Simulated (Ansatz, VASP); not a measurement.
## SrO in VASP and in Ansatz

```
CELL_PARAMETERS angstrom
0.00000 2.49271 2.60835
2.49271 0.00000 2.60835
2.49271 2.49271 0.00000
ATOMIC_POSITIONS crystal
Sr 0.00000 0.00000 0.00000
O 0.50000 0.50000 0.50000
```

Change from the starting cell: strain -0.030 along x and y, +0.015 along z, atoms carried along.

Alike in both runs: task single point; functional PBE; k mesh 8 × 8 × 8; occupations gaussian, width 0.05 eV; no spin polarisation.

```csv
,VASP,Ansatz
version,VASP 6.6.1,Ansatz 0.2.0
potentials or method,"VASP PAW PBE potentials, release 64 (Sr_sv, O)","scalar-relativistic, plane waves, PAW"
plane-wave cutoff (eV),520,420
valence electrons in the cell,16,16
```

```tsv
	VASP	Ansatz	Ansatz less VASP
gap on the k mesh at the Fermi level (eV)	3.13	3.18	+0.056
least direct gap on the mesh (eV)	3.15	3.19	+0.041
pressure (GPa)	9.1	8.4	-0.75
largest component of the traceless stress (GPa)	5.22	4.96	-0.258
```

A k mesh can miss the band edges.
